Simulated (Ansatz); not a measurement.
Crystal: Al2Au.

```
CELL_PARAMETERS angstrom
0.00000 3.00000 3.00000
3.00000 0.00000 3.00000
3.00000 3.00000 0.00000
ATOMIC_POSITIONS crystal
Au 0.00000 0.00000 0.00000
Al 0.75000 0.75000 0.75000
Al 0.25000 0.25000 0.25000
```

```yaml
Program: Ansatz 0.2.0
Task: single point
Functional: PBE
Potentials_or_basis: Ansatz PAW
Cutoff: "420 eV (not typed: the program's choice for these potentials)"
k_mesh: 8 × 8 × 8
Occupations: fermi-dirac, width 0.05 eV
Spin: no spin polarisation
```

On this cell: pressure 3.3 GPa; largest force zero by symmetry; band gap on the k mesh none (metal or under the smearing width).

The same run follows on a disturbed copy (atoms moved at random, drawn with an rms of 0.05 Å):

```xyz
3
Lattice="0.0000 3.0000 3.0000 3.0000 0.0000 3.0000 3.0000 3.0000 0.0000" Properties=species:S:1:pos:R:3 pbc="T T T"
Au    0.0066    0.0060   -0.0555
Al    4.5597    4.4825    4.4633
Al    1.5347    1.5050    1.4800
```

Q: What does the disturbed cell give?

A: The energy (extrapolated to zero smearing) moves by +4.1 meV/atom; pressure 3.4 GPa; largest force 0.411 eV/Å; band gap on the k mesh none (metal or under the smearing width).

Forces in eV/Å, atoms in the order of the input:
```
Au   0.336 -0.104  0.211
Al  -0.246  0.110 -0.042
Al  -0.091 -0.006 -0.169
```

Stress tensor (GPa, compression positive):
```
 3.41 -0.41 -0.39
-0.41  3.48  0.51
-0.39  0.51  3.45
```
